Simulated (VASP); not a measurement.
Be18H4C, 23 atoms in the cell. The cell holds a slab with vacuum, 23 atoms: a = 4.580 Å, b = 6.870 Å, c = 16.588 Å, α = 90.00°, β = 90.00°, γ = 60.00°. The cell was built by a generator and needn't be a form met in nature.

- Program: VASP 6.6.1
- Task: single point
- Functional: PBEsol
- Potentials or basis: VASP PAW PBE potentials, release 64 (Be, C, H)
- Cutoff: 520 eV
- k mesh: 5 × 4 × 1
- Occupations: fermi-dirac, width 0.15 eV
- Spin: no spin polarisation
- Dipole correction: no
- Further INCAR settings: LREAL = Auto; ALGO = Fast; EDIFF = 1e-06; NBANDS = 39

Potentials or basis: VASP PAW PBE potentials, release 64 (Be, C, H).

Command:

```sh
$ cat potpaw_PBE.64/Be/POTCAR potpaw_PBE.64/C/POTCAR potpaw_PBE.64/H/POTCAR > POTCAR
$ mpirun -np 1 vasp_std > vasp.out
```

Hardware: 1 thread of AMD EPYC 9R14 (Zen 4) (shared host).

**Question.** How long does it take, and how much memory?

**Answer.** Run time: 4.9 min on 1 thread of AMD EPYC 9R14 (Zen 4), with other jobs on the host, peak memory 0.54 GiB. Counts: scf iterations 21, k points 11.
